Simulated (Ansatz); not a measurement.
Runs of Ansatz 0.2.0 on InP. It takes space group F-43m (No. 216, cubic). The conventional cell has a = 5.861 Å, b = 5.861 Å, c = 5.861 Å, α = 90.00°, β = 90.00°, γ = 90.00°. In (site symmetry -43m) is surrounded by 4 P at 2.54 Å. Around P (site symmetry -43m) lie 4 In at 2.54 Å. 

```tsv
task	level	cell	k mesh	cutoff (eV)	smearing	basis error allowed	mesh quality	gap on the mesh (eV)	pressure (GPa)	relaxed volume (Å³/atom)
relaxation of cell and atoms	BLYP+D3(BJ)	relaxed	8 × 8 × 8	-	fermi-dirac 0.05 eV	0.001 eV/atom	not flagged	0.46	0.0	25.78
single point	PBE	as given	4 × 4 × 4	204	fermi-dirac 0.06 eV	0.004 eV/atom	coarse	(a)	(b)	-
single point	PBE	as given	8 × 8 × 8	245	gaussian 0.029 eV	0.001 eV/atom	not flagged	0.71	3.3	-
elastic constants	LDA	as given	6 × 6 × 6	266	fermi-dirac 0.05 eV	0.001 eV/atom	not flagged	0.48	-1.2	-
relaxation of cell and atoms	revPBE+D4	relaxed	8 × 8 × 8	-	fermi-dirac 0.05 eV	0.001 eV/atom	not flagged	0.75	0.0	25.45
```

Alike in all rows: potentials or basis all-electron LAPW, scalar-relativistic; no spin polarisation.

Task: Fill in the values left out.

Result: (a) 0.70; (b) 3.5.

Caveats: some runs use coarse meshes; spin-orbit coupling is left out, which moves the levels of the heavy elements.

A k mesh can miss the band edges, and the runs leave out spin-orbit coupling on In.
